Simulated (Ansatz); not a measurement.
Fitting the r2SCAN energy curve of KZnF3

```cif
data_structure
_symmetry_space_group_name_H-M 'Pm-3m'
_symmetry_Int_Tables_number 221
_cell_length_a 4.0500
_cell_length_b 4.0500
_cell_length_c 4.0500
_cell_angle_alpha 90.000
_cell_angle_beta 90.000
_cell_angle_gamma 90.000
_cell_volume 66.43
loop_
_atom_site_label
_atom_site_type_symbol
_atom_site_symmetry_multiplicity
_atom_site_Wyckoff_symbol
_atom_site_fract_x
_atom_site_fract_y
_atom_site_fract_z
_atom_site_occupancy
Zn1 Zn 1 b 0.50000 0.50000 0.50000 1
K1 K 1 a 0.00000 0.00000 0.00000 1
F1 F 3 c 0.50000 0.00000 0.50000 1
```

The cell was scaled at fixed shape and fractions and run with Ansatz, Ansatz PAW, cutoff 500 eV; r2SCAN, k mesh 7 × 7 × 7 on the cell of 5 atoms, fermi-dirac occupations of 0.05 eV, no spin polarisation, no spin-orbit coupling. The potentials were made for PBE. Energies are those that the program minimises, any entropy of the smearing included.

```csv
V (Å³/atom),energy over the lowest row (meV/atom)
12.4889,12.885
12.7546,5.245
13.0203,1.067
13.2860,0.000
13.5517,?
13.8175,5.897
14.0832,12.294
```

Q: Fit the third-order Birch-Murnaghan form, give V0, B0 and B′, and predict the energy left open.

A: With y = (V0/V)^(2/3), E = E0 + (9 V0 B0/16) [(y - 1)³ B′ + (y - 1)² (6 - 4y)]. Least squares through the rows shown give V0 = 13.2507 Å³/atom, E0 = -0.023 meV, B0 = 84.56 GPa (1 eV/Å³ = 160.218 GPa) and B′ = 4.60, with a largest miss of 0.005 meV. At V = 13.5517 the form with these constants gives 1.707 meV; the run gave 1.708 meV an atom.
